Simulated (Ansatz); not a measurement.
# Te (bcc): energy against volume

These are results of Ansatz 0.2.0, DFT, PBE, plane waves (420 eV) with PAW, scalar-relativistic, not measurements.

The cell is scaled uniformly from the relaxed one, with fractional coordinates and shape fixed. Energies are extrapolated to zero smearing, pressures are those at the given smearing. Magnetic state: spin not included.

A Birch-Murnaghan fit gives V₀ = 28.47 Å³/atom, B₀ = 56 GPa, B₀′ = 4.9.

Question: What are the energy above the minimum and the pressure at 25.098 Å³/atom?

Answer: 89.2 meV/atom and 9.60 GPa as computed.

Question: What are the energy above the minimum and the pressure at 26.239 Å³/atom?

Answer: 35.8 meV/atom and 5.62 GPa as computed.

Question: What are the energy above the minimum and the pressure at 31.943 Å³/atom?

Answer: 59.2 meV/atom and -4.75 GPa as computed.
